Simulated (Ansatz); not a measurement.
**Black arsenene monolayer in a perpendicular field**

What dipole does a perpendicular field induce in the black arsenene monolayer, and does the gap follow? A positive field points along +c.

Calculated with Ansatz 0.2.0; plane-wave DFT, PBE-D3(BJ), Ansatz PAW (set soft_1); PAW set soft_1.

### 1. The starting structure

The cell holds 4 atoms: 4 As. Cell: a = 4.750 Å, b = 3.680 Å, c = 35.980 Å, α = 90.0°, β = 90.0°, γ = 90.0°. Vacuum lies along c.

### 2. Relaxation

The starting cell is a guess, so the in-plane lattice and the atoms are relaxed first, with the slab cut off from its images along the normal.

Contents of input.yaml:

```yaml
crystal:
  lattice:
    - [4.75, 0.0, 0.0]
    - [0.0, 3.68, 0.0]
    - [0.0, 0.0, 35.98]
  atoms:
    - { symbol: As, position: [0.09, 0.0, 0.4655364091] }
    - { symbol: As, position: [0.41, 0.5, 0.468315731] }
    - { symbol: As, position: [0.91, 0.0, 0.5344635909] }
    - { symbol: As, position: [0.59, 0.5, 0.531684269] }
  periodic: [true, true, false]
kpoints:
  mp_grid: { grid: [8, 8, 1] }
hamiltonian:
  xc: pbe
  dispersion: d3bj
  pseudopotentials: { kind: paw, azcp: { folder: soft_1 } }
scf:
  occupations: { method: fermi_dirac, width: 0.05 }
  convergence: { dr2_threshold: 1.0e-09 }
relax:
  f_tol: 0.004
  max_steps: 90
  cell: {}
output:
  write_potential: true
  write_density: true
  volumetric_format: npy
```

Launch:

```sh
$ ansatz run input.yaml --threads 2 --pin off --max-ram 3072MiB --backend cpu --events-out ev --progress --plain --runs-dir out
```

Numbers of over 12 decimals in the logs are rounded to 6 here.

The log of the run:

```text
Warning: relax.cell: scf.convergence.dr2_threshold = 1e-9 eV is looser than the 2.56821170234e-10 eV advised for a relaxation that steers and ends on the stress (1e-10 eV for each atom of the cell: 4, times the square of relax.cell.stress_2d_tol = 0.05 N/m over 12.5 Å (the atoms' height at the walk's start and 5 Å past either face), 4.006e-2 GPa, over a crystal's default 0.05). What an SCF threshold leaves in a stress goes as its square root, and in the free energy as the threshold itself, and one threshold admits the most on a small cell: [figures from the program's tests cut] Set scf.convergence.dr2_threshold to 2.56821170234e-10 eV or tighter. [rest of the remark cut]
Engine: ansatz 0.2.0, aarch64-unknown-linux-gnu
Pseudopotentials: kind: paw
Pseudopotential: As, paw, valence charge 15, recommended cutoff 420 eV (normal), soft_1/As.paw.azcp
Functional definition: PBE
  parameter kappa = 0.804
  parameter beta = 0.066725
  exchange = pbe_x(kappa = kappa, mu = beta*pi^2/3)
  correlation = pbe_c(beta = beta)
Crystal: 4 atoms, lattice volume = 628.930 Å³
Basis set: ecut = 420 eV, 12215 PW (Γ), exchange–correlation on 64×50×486 points (8 copies of the dense FFT grid, shifted against one another)
Bands: 36, of which v1, the nominal top of the filled ones, is band 30 counted from 1 (29 counted from 0)
Symmetry: 4 space group operations
Space group: P2/m (ITA 10), of the structure as read, at distance tolerance 8.6e-5 Å
k-points: 25 of 64
Non-local potential: As, projectors of the file, l = 0: 2, l = 1: 2, l = 2: 3, l = 3: 1
PAW form: soft (Blöchl's): semilocal exchange-correlation on the pseudo side does not see the compensation charge
PAW one-centre angular grid: As, 590 points (default); XC on 64 Gauss nodes
Initial density: superposition of atomic densities (neutral atoms: chi_scale 0, normalization atom)
Initial wavefunctions: pseudopotential atomic-orbital guess
Functional: x = pbe(κ = 0.804, μ = 0.219515), c = pbe(β = 0.066725)
iter 1 solved again at ethr=1.06e-3 eV; its pass at ethr=3.10e-3 eV (dr2=6.34e-1 eV) is discarded
SCF iter   1: F=—  HF=-19425.141597 eV  |F-HF|=—  |Δ(HF+E_count)|=         —  Δρ=1.13e-2  dr2=6.33e-1  ethr=1.06e-3  ⟨swp⟩=1.9  Hψ=5713  notcnv=0
preconditioner: auto → Resta (q_TF=auto, 1.844 Å⁻¹)  ε∞=1.5  [insulator: Δε(μ)=0.477 eV  Ē_g=9.200 eV  σ=0.050 eV  W_gap=0.98  n_scr=64 (ndim 8)  ℏωp=6.6 eV  f_vac=0.809  D(μ)=0.01/eV (n_scr^D=0)  ε∞_Penn≈1.5  vacuum switching on, ρ_ref=6.1e-3 e/Å³]
SCF iter   2: F=—  HF=-19425.055180 eV  |F-HF|=—  |Δ(HF+E_count)|=   8.64e-2  Δρ=5.63e-3  dr2=1.42e-1  ethr=1.06e-3  ⟨swp⟩=3.4  Hψ=1421  notcnv=0  defer=2
SCF iter   3: F=—  HF=-19425.047103 eV  |F-HF|=—  |Δ(HF+E_count)|=   8.08e-3  Δρ=1.12e-3  dr2=1.91e-2  ethr=2.37e-4  ⟨swp⟩=4.7  Hψ=2050  notcnv=0  defer=2
SCF iter   4: F=—  HF=-19425.041656 eV  |F-HF|=—  |Δ(HF+E_count)|=   5.45e-3  Δρ=3.50e-4  dr2=5.45e-4  ethr=3.19e-5  ⟨swp⟩=4.3  Hψ=1985  notcnv=0  defer=3
SCF iter   5: F=—  HF=-19425.041762 eV  |F-HF|=—  |Δ(HF+E_count)|=   1.06e-4  Δρ=9.25e-5  dr2=3.43e-5  ethr=9.08e-7  ⟨swp⟩=3.9  Hψ=2010  notcnv=0  defer=6
SCF iter   6: F=—  HF=-19425.041794 eV  |F-HF|=—  |Δ(HF+E_count)|=   3.26e-5  Δρ=2.07e-5  dr2=2.74e-6  ethr=5.72e-8  ⟨swp⟩=2.9  Hψ=1752  notcnv=0  defer=6
SCF iter   7: F=—  HF=-19425.041816 eV  |F-HF|=—  |Δ(HF+E_count)|=   2.17e-5  Δρ=6.45e-6  dr2=3.35e-7  ethr=4.56e-9  ⟨swp⟩=4.0  Hψ=2043  notcnv=0  defer=6
SCF iter   8: F=—  HF=-19425.041816 eV  |F-HF|=—  |Δ(HF+E_count)|=   1.77e-7  Δρ=2.10e-6  dr2=1.92e-8  ethr=5.58e-10  ⟨swp⟩=2.7  Hψ=1248  notcnv=0  defer=6
SCF iter   9: F=-19425.041816 eV  HF=-19425.041816 eV  |F-HF|=9.20e-10  |Δ(HF+E_count)|=   3.05e-8  Δρ=3.76e-7  dr2=6.14e-10  ethr=1.67e-12  ⟨swp⟩=9.5  Hψ=7262  notcnv=0
SCF 1 converged in 9 iterations: F = -19425.041816 eV  dr2 = 6.14e-10
  greatest PAW one-centre occupation: 0.999 electrons in one spin orbital (limit 2), on the As atom at site 2 (counted from 0), in its partial waves of l = 2
relax step   1: F+E_penalty+E_count = -19425.04181627 eV  Δ(F+E_penalty+E_count) = +0.000e0 eV  max|allowed force component| = 1.611e0 eV/Å  Δτ_max = 0.0000 Å  P = +2.366 N/m  Ω = 628.930 Å³  fix = [c, alpha, beta]  reactions: c +0.000 N/m; beta +0.000 N/m/rad  (9 SCF iters, accepted)
Crystal: 4 atoms, lattice volume = 610.250 Å³
Basis set: ecut = 420 eV, 11801 PW (Γ), exchange–correlation on 64×50×486 points (8 copies of the dense FFT grid, shifted against one another)
Initial density: handed on by an earlier stage of this run
Initial wavefunctions: those handed on with the density
iter 1 solved again at ethr=1.84e-4 eV; its pass at ethr=3.10e-3 eV (dr2=1.11e-1 eV) is discarded
SCF iter   1: F=—  HF=-19425.353182 eV  |F-HF|=—  |Δ(HF+E_count)|=         —  Δρ=4.74e-3  dr2=1.14e-1  ethr=1.84e-4  ⟨swp⟩=2.2  Hψ=5462  notcnv=0
preconditioner: auto → Resta (q_TF=auto, 1.854 Å⁻¹)  ε∞=1.6  [insulator: Δε(μ)=0.604 eV  Ē_g=8.881 eV  σ=0.050 eV  W_gap=1.00  n_scr=64 (ndim 8)  ℏωp=6.7 eV  f_vac=0.815  D(μ)=0.01/eV (n_scr^D=0)  ε∞_Penn≈1.6  vacuum switching on, ρ_ref=5.7e-3 e/Å³]
SCF iter   2: F=—  HF=-19425.331208 eV  |F-HF|=—  |Δ(HF+E_count)|=   2.20e-2  Δρ=2.11e-3  dr2=1.58e-2  ethr=1.84e-4  ⟨swp⟩=4.1  Hψ=1613  notcnv=0  defer=1
SCF iter   3: F=—  HF=-19425.331372 eV  |F-HF|=—  |Δ(HF+E_count)|=   1.64e-4  Δρ=9.78e-4  dr2=3.33e-3  ethr=2.64e-5  ⟨swp⟩=2.9  Hψ=1886  notcnv=0  defer=6
SCF iter   4: F=—  HF=-19425.332010 eV  |F-HF|=—  |Δ(HF+E_count)|=   6.38e-4  Δρ=2.36e-4  dr2=2.54e-4  ethr=5.55e-6  ⟨swp⟩=3.4  Hψ=1958  notcnv=0  defer=6
SCF iter   5: F=—  HF=-19425.332058 eV  |F-HF|=—  |Δ(HF+E_count)|=   4.86e-5  Δρ=4.26e-5  dr2=8.80e-6  ethr=4.23e-7  ⟨swp⟩=3.4  Hψ=1768  notcnv=0  defer=6
SCF iter   6: F=—  HF=-19425.332048 eV  |F-HF|=—  |Δ(HF+E_count)|=   1.06e-5  Δρ=1.13e-5  dr2=1.27e-6  ethr=1.47e-8  ⟨swp⟩=3.6  Hψ=1933  notcnv=0  defer=6
SCF iter   7: F=—  HF=-19425.332066 eV  |F-HF|=—  |Δ(HF+E_count)|=   1.87e-5  Δρ=3.31e-6  dr2=5.67e-8  ethr=2.12e-9  ⟨swp⟩=3.9  Hψ=1906  notcnv=0  defer=6
SCF iter   8: F=—  HF=-19425.332066 eV  |F-HF|=—  |Δ(HF+E_count)|=   5.55e-8  Δρ=1.07e-6  dr2=6.83e-9  ethr=9.45e-11  ⟨swp⟩=3.0  Hψ=1720  notcnv=0  defer=6
SCF iter   9: F=-19425.332066 eV  HF=-19425.332066 eV  |F-HF|=4.37e-11  |Δ(HF+E_count)|=   2.95e-9  Δρ=2.62e-7  dr2=4.26e-10  ethr=1.67e-12  ⟨swp⟩=11.0  Hψ=6266  notcnv=0
SCF 2 converged in 9 iterations: F = -19425.332066 eV  dr2 = 4.26e-10
  greatest PAW one-centre occupation: 0.999 electrons in one spin orbital (limit 2), on the As atom at site 3 (counted from 0), in its partial waves of l = 2
relax step   2: F+E_penalty+E_count = -19425.33206634 eV  Δ(F+E_penalty+E_count) = -2.903e-1 eV  max|allowed force component| = 5.497e-1 eV/Å  Δτ_max = 0.1945 Å  P = +0.048 N/m  Ω = 610.250 Å³  energy of the carried Pulay correction = +4.846e-4 eV  fix = [c, alpha, beta]  reactions: c +0.000 N/m; beta +0.000 N/m/rad  (9 SCF iters, accepted)
Crystal: 4 atoms, lattice volume = 593.563 Å³
Basis set: ecut = 420 eV, 11611 PW (Γ), exchange–correlation on 64×50×486 points (8 copies of the dense FFT grid, shifted against one another)
iter 1 solved again at ethr=5.44e-5 eV; its pass at ethr=3.10e-3 eV (dr2=3.26e-2 eV) is discarded
SCF iter   1: F=—  HF=-19425.419507 eV  |F-HF|=—  |Δ(HF+E_count)|=         —  Δρ=2.63e-3  dr2=3.26e-2  ethr=5.44e-5  ⟨swp⟩=2.4  Hψ=6489  notcnv=0
preconditioner: auto → Resta (q_TF=auto, 1.862 Å⁻¹)  ε∞=1.6  [insulator: Δε(μ)=0.317 eV  Ē_g=8.953 eV  σ=0.050 eV  W_gap=0.92  n_scr=68 (ndim 8)  ℏωp=6.8 eV  f_vac=0.815  D(μ)=0.07/eV (n_scr^D=0)  ε∞_Penn≈1.6  vacuum switching on, ρ_ref=5.8e-3 e/Å³]
SCF iter   2: F=—  HF=-19425.412939 eV  |F-HF|=—  |Δ(HF+E_count)|=   6.57e-3  Δρ=1.25e-3  dr2=4.82e-3  ethr=5.44e-5  ⟨swp⟩=3.1  Hψ=1338  notcnv=0
SCF iter   3: F=—  HF=-19425.413374 eV  |F-HF|=—  |Δ(HF+E_count)|=   4.35e-4  Δρ=4.26e-4  dr2=7.30e-4  ethr=8.03e-6  ⟨swp⟩=3.7  Hψ=2135  notcnv=0
SCF iter   4: F=—  HF=-19425.413412 eV  |F-HF|=—  |Δ(HF+E_count)|=   3.77e-5  Δρ=1.37e-4  dr2=6.68e-5  ethr=1.22e-6  ⟨swp⟩=3.2  Hψ=1838  notcnv=0
SCF iter   5: F=—  HF=-19425.413419 eV  |F-HF|=—  |Δ(HF+E_count)|=   6.99e-6  Δρ=2.33e-5  dr2=5.24e-6  ethr=1.11e-7  ⟨swp⟩=3.6  Hψ=1846  notcnv=0
SCF iter   6: F=—  HF=-19425.413437 eV  |F-HF|=—  |Δ(HF+E_count)|=   1.84e-5  Δρ=8.76e-6  dr2=4.91e-7  ethr=8.74e-9  ⟨swp⟩=2.6  Hψ=1651  notcnv=0
SCF iter   7: F=—  HF=-19425.413437 eV  |F-HF|=—  |Δ(HF+E_count)|=   1.01e-8  Δρ=2.56e-6  dr2=2.28e-8  ethr=8.19e-10  ⟨swp⟩=3.0  Hψ=1281  notcnv=0
SCF iter   8: F=—  HF=-19425.413438 eV  |F-HF|=—  |Δ(HF+E_count)|=   1.92e-8  Δρ=5.38e-7  dr2=1.72e-9  ethr=3.81e-11  ⟨swp⟩=3.1  Hψ=1856  notcnv=0
SCF iter   9: F=-19425.413438 eV  HF=-19425.413438 eV  |F-HF|=2.29e-10  |Δ(HF+E_count)|=  7.97e-10  Δρ=1.73e-7  dr2=1.07e-10  ethr=1.67e-12  ⟨swp⟩=10.2  Hψ=6141  notcnv=0
SCF 3 converged in 9 iterations: F = -19425.413438 eV  dr2 = 1.07e-10
relax step   3: F+E_penalty+E_count = -19425.41343752 eV  Δ(F+E_penalty+E_count) = -8.137e-2 eV  max|allowed force component| = 4.621e-2 eV/Å  Δτ_max = 0.0987 Å  P = +0.446 N/m  Ω = 593.563 Å³  energy of the carried Pulay correction = +9.299e-4 eV  fix = [c, alpha, beta]  reactions: c +0.000 N/m; beta -0.000 N/m/rad  (9 SCF iters, accepted)
[...]
relax step   4: F+E_penalty+E_count = -19425.41635374 eV  Δ(F+E_penalty+E_count) = -2.916e-3 eV  max|allowed force component| = 1.706e-2 eV/Å  Δτ_max = 0.0113 Å  P = +0.130 N/m  Ω = 599.144 Å³  energy of the carried Pulay correction = +7.796e-4 eV  fix = [c, alpha, beta]  reactions: c +0.000 N/m; beta -0.000 N/m/rad  (7 SCF iters, accepted)
[...]
relax step   5: F+E_penalty+E_count = -19425.41658982 eV  Δ(F+E_penalty+E_count) = -2.361e-4 eV  max|allowed force component| = 6.060e-3 eV/Å  Δτ_max = 0.0019 Å  P = +0.009 N/m  Ω = 600.379 Å³  energy of the carried Pulay correction = +7.466e-4 eV  fix = [c, alpha, beta]  reactions: c +0.000 N/m; beta +0.000 N/m/rad  (6 SCF iters, accepted)
[...]
relax step   6: F+E_penalty+E_count = -19425.41660150 eV  Δ(F+E_penalty+E_count) = -1.168e-5 eV  max|allowed force component| = 1.580e-3 eV/Å  Δτ_max = 0.0008 Å  P = -0.002 N/m  Ω = 600.361 Å³  energy of the carried Pulay correction = +7.470e-4 eV  fix = [c, alpha, beta]  reactions: c -0.000 N/m; beta +0.000 N/m/rad  (5 SCF iters, accepted)
Initial wavefunctions: pseudopotential atomic-orbital guess (no wavefunctions were taken with the density)
iter 1 solved again at ethr=3.11e-7 eV; its pass at ethr=3.10e-3 eV (dr2=1.87e-4 eV) is discarded
SCF iter   1: F=—  HF=-19425.416042 eV  |F-HF|=—  |Δ(HF+E_count)|=         —  Δρ=1.64e-5  dr2=3.58e-7  ethr=3.11e-7  ⟨swp⟩=5.8  Hψ=7697  notcnv=0
SCF iter   2: F=—  HF=-19425.416067 eV  |F-HF|=—  |Δ(HF+E_count)|=   2.49e-5  Δρ=8.48e-6  dr2=1.12e-7  ethr=5.96e-10  ⟨swp⟩=3.6  Hψ=2082  notcnv=0
SCF iter   3: F=—  HF=-19425.416075 eV  |F-HF|=—  |Δ(HF+E_count)|=   8.04e-6  Δρ=2.03e-6  dr2=1.23e-8  ethr=1.86e-10  ⟨swp⟩=3.1  Hψ=1420  notcnv=0
SCF iter   4: F=-19425.416076 eV  HF=-19425.416076 eV  |F-HF|=6.23e-8  |Δ(HF+E_count)|=   1.04e-6  Δρ=4.20e-7  dr2=5.72e-10  ethr=1.67e-12  ⟨swp⟩=13.9  Hψ=8352  notcnv=0
SCF 7 converged in 4 iterations: F = -19425.416076 eV  dr2 = 5.72e-10
  Residual-converged pass: ⟨swp⟩=1.2  Hψ=1005  notcnv=0  max |occ|·‖R‖ = 7.1e-9 eV (tolerance 1.0e-8 eV)  dr2=5.72e-10  dr2_onsite=1.43e-10  max |Δocc| = 2.0e-13
relax step   7: F+E_penalty+E_count = -19425.41607622 eV  Δ(F+E_penalty+E_count) = +5.253e-4 eV  max|allowed force component| = 1.456e-3 eV/Å  Δτ_max = 0.0000 Å  P = -0.005 N/m  Ω = 600.361 Å³  fix = [c, alpha, beta]  reactions: c +0.000 N/m; beta +0.000 N/m/rad  stress off target by 9.52e-3 N/m on what of the cell is left free  SCF on the basis re-selected at this cell (its energy is not comparable with the rows above)  (4 SCF iters)
basis re-selected at this cell: Δ(F+E_penalty+E_count) = +5.253e-4 eV, ΔP = -0.004 N/m vs the last step (what re-selecting the basis moved, of the pressure what is left beyond the Pulay correction that the steps carried, after the strain that the cell walked since its last selection, with what the two solves' SCF thresholds leave and, on support functions, any second-order correction that the steps lacked; it is no m [...]
SCF converged after 4 iterations
Free energy (F): -19425.416076 eV
Harris-Foulkes:  -19425.416076 eV  (|F-HF|=6.23e-8)
Internal energy: -19425.415541 eV  (E = F + TS)
E sigma→0 (E₀):  -19425.415808 eV
Entropy (-TS):   -0.000536 eV (-0.134 meV/atom)
Fermi energy:    -3.992311 eV
--- Per-component energies (eV) ---
  E_band       = -1810.799187
  E_kinetic    = 385.734952
  E_local      = -154843.012094  (includes V_loc(G=0)·N_el)
  E_nonlocal   = -1571.751685
  E_hartree    = 77479.974160
  E_xc         = -279.770682
  E_vxc        = -292.270135  (∫ρ·V_xc dr)
  E_paw        = -8053.737236  (= ΣΔE_a)
  E_vpaw       = -449.446298  (= ΣTr[D̂ρ^β])
  E_aug_tail   = -0.000021  (compensation charges beyond the density's cutoff)
  E_ewald      = 67458.175321
  E_disp       = -1.028257  (pairwise vdW)
  E_smearing   = -0.000536  (= −TS)
  E_closure    = 0.000000  (closes the sum)
  Σ components = -19425.416076   (vs F -19425.416076, Δ=0.00e0)
--- Forces (eV/Å), atoms counted from 1 ---
  atom   1  As    -0.00068709    -0.00000000     0.00145646
  atom   2  As    -0.00061502     0.00000000     0.00145510
  atom   3  As     0.00068709     0.00000000    -0.00145646
  atom   4  As     0.00061502    -0.00000000    -0.00145510
  max |Σ_I F_I| component: 2.17e-19 eV/Å
--- 2D stress c σ (N/m, compression-positive) ---
       -0.009524      -0.000000      -0.000000
       -0.000000      -0.000958      -0.000000
       -0.000000      -0.000000      -0.000000
  P = ½ c Tr σ = -0.0052 N/m
--- Band table (eV; the first three rows and the last of 25) ---
  k-point 0: bands = [... 26 lower, -7.4346, -6.2430, -5.7718, -4.5253, -3.8101, -2.3881, -1.8149, -1.1095, ... 2 higher]
  k-point 1: bands = [... 26 lower, -7.8304, -6.1717, -6.1399, -4.6667, -3.6627, -1.9190, -1.4366, -1.3521, ... 2 higher]
  k-point 2: bands = [... 26 lower, -7.8164, -6.5378, -5.9443, -5.1160, -3.2344, -3.1756, -1.8424, -1.2232, ... 2 higher]
  k-point 24: bands = [... 26 lower, -8.4970, -8.4965, -6.0719, -6.0709, -1.8201, -1.8187, 0.2973, 0.2975, ... 2 higher]
  the weakly bound empty levels are not read free of the cell's end (no_gap_told)
--- Relaxed structure (6 steps of the walk, 6 accepted, 1 SCFs on fresh bases) ---
  F+E_penalty+E_count = -19425.41607622 eV   max|allowed force component| = 1.456e-3 eV/Å   (the final SCF, on the basis selected at the relaxed cell)
  cell:  # Å, volume = 600.3607 Å³
    - [4.511868, 0.0, 0]
    - [0.0, 3.698236, 0.0]
    - [0, 0.0, 35.98]
  atoms:
    - { symbol: As, position: [0.062791, 0.0, 0.466577] }
    - { symbol: As, position: [0.437294, 0.500000, 0.466577] }
    - { symbol: As, position: [0.937209, 0.0, 0.533423] }
    - { symbol: As, position: [0.562706, 0.500000, 0.533423] }
```

Elapsed: 2 min, on 2 threads of Arm Neoverse V1, shared host; peak memory 0.95 GiB.

Step by step:

```tsv
step	energy less that of the first step (eV)	largest force component (eV/Å)	volume (Å³)
1	0.0000	1.6110	628.93
2	-0.2902	0.5497	610.25
3	-0.3716	0.0462	593.56
4	-0.3745	0.0171	599.14
5	-0.3748	0.0061	600.38
6	-0.3748	0.0016	600.36
7*	-0.3743	0.0015	600.36
```

Relaxation steps marked * repeat the geometry before them on a plane-wave basis chosen anew for their cell, so energy and pressure can jump there.

Forces are held to the 4 operations that the run works with; a distortion that breaks them can't arise in this run.

```tsv
cell as run	before	after	change
a (Å)	4.750	4.512	-5.0 %
b (Å)	3.680	3.698	+0.5 %
```

The atoms that moved most (Å, along periodic axes as changes of fractional coordinates times the final cell, across vacuum about the mean position):

```tsv
atom	dx	dy	dz	length
As2	0.123	0.000	-0.063	0.138
As4	-0.123	0.000	0.063	0.138
As1	-0.123	0.000	0.037	0.128
As3	0.123	0.000	-0.037	0.128
```

The relaxed structure:

```cif
data_structure
_symmetry_space_group_name_H-M 'P 1'
_symmetry_Int_Tables_number 1
_cell_length_a 4.5119
_cell_length_b 3.6982
_cell_length_c 35.9800
_cell_angle_alpha 90.000
_cell_angle_beta 90.000
_cell_angle_gamma 90.000
_cell_volume 600.36
loop_
_atom_site_label
_atom_site_type_symbol
_atom_site_fract_x
_atom_site_fract_y
_atom_site_fract_z
_atom_site_occupancy
As1 As 0.06279 0.00000 0.46658 1
As2 As 0.43729 0.50000 0.46658 1
As3 As 0.93721 0.00000 0.53342 1
As4 As 0.56271 0.50000 0.53342 1
```

This step gave:

```
energy at zero smearing : -19425.4158 eV
```

The lattice constant a goes from 4.750 to 4.512 Å.

(Continued in part 2 of 2.)

[Logs are printed without paths, hosts, clocks, repeated set-up lines and the standing remarks that a program may print on its own settings, such as how far it seeks lower states.]

[Hosts, paths, dates, database ids (printed as entryN), source tags and the programs' standing remarks are cut or masked in the printed files.]

[Maps of the electrostatic potential energy from Ansatz leave out the sawtooth potential of an applied field or a dipole correction, so their vacuum need not be flat; planar profiles and work functions include it.]
